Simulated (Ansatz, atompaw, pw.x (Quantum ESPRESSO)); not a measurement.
## platinum (bcc): variants of one PAW (atompaw) potential in the solid

Pt, PAW, made with atompaw 4.2.0.5 (PBE, scalar-relativistic). Core [Xe] 4f14, reference 5d9.5 6s0.5 6p0. Waves: 6s (bound): rc 3.00 bohr; 6s channel at 1.55 Ry: rc 3.00 bohr; 6p (bound, empty): rc 3.00 bohr; 6p channel at 4.65 Ry: rc 3.00 bohr; 5d (bound): rc 2.40 bohr; 5d channel at 1.55 Ry: rc 3.00 bohr. Local part: ultrasoft scheme with l = 3 at 1 Ry, radius 2.50 bohr. Core correction: smooth core density matched at 2.65 bohr. Augmentation charge: gaussian compensation charge, radius 2.35 bohr; PAW radius 3.00 bohr; waves and projectors: custom rrkj gramschmidtortho.

Crystal test: bcc Pt in pw.x 7.5, no spin, 15³ k-points, Fermi–Dirac smearing 0.01 Ry, cutoffs set for each file from its atomic test. The reference is all-electron LAPW (Ansatz 0.2.0) with the same functional, mesh and smearing; V0 and B0 come from Birch–Murnaghan fits to the pressures at five volumes. Errors are pseudo minus all-electron; Δ is the rms difference of the E(V) curves that follow from these fits, minima aligned, over ±6 % about the mean V0. Mesh and smearing are coarse, so the numbers serve the comparison and aren't converged zero-temperature values; the lattice is a test structure that the element need not adopt.

All-electron: a0 = 3.165 Å (V0 = 15.85 Å³/atom), B0 = 235.3 GPa.

Base: The largest radius (3.00 bohr) exceeds half the bond length (2.59 bohr), so the spheres overlap, which is one possible source of error among others.

```csv
change,cutoffs (Ry),pw.x,a0 (Å),a0 error (%),B0 error (%),Δ (meV/atom),mean pressure error (GPa)
base,40/400,converged,3.149,-0.50,+2.8,12.3,-3.48
"augmentation gaussian compensation charge, radius 2.44 bohr; PAW radius 3.00 bohr; waves and projectors: custom rrkj gramschmidtortho",40/400,converged,3.150,-0.46,+2.2,11.3,-3.20
wave 5d channel at 1.55 Ry: rc 3.00 bohr becomes 5d channel at 1.55 Ry: rc 1.90 bohr,40/400,converged,3.147,-0.55,+3.3,13.5,-3.83
"local potential vpsmatchnc scheme with l = 3 at 1 Ry, radius 2.50 bohr",40/400,failed (c_bands: too many bands are not converged),–,–,–,–,–
"augmentation gaussian compensation charge, radius 2.35 bohr; PAW radius 3.00 bohr; waves and projectors: custom polynom2 7 10 vanderbiltortho",75/750,converged,3.131,-1.05,+3.4,26.1,-7.16
wave 6s channel at 1.55 Ry: rc 3.00 bohr becomes 6s channel at 4.13 Ry: rc 3.00 bohr,40/400,failed: no self-consistency to 1e-9 Ry within 70 iterations,–,–,–,–,–
```
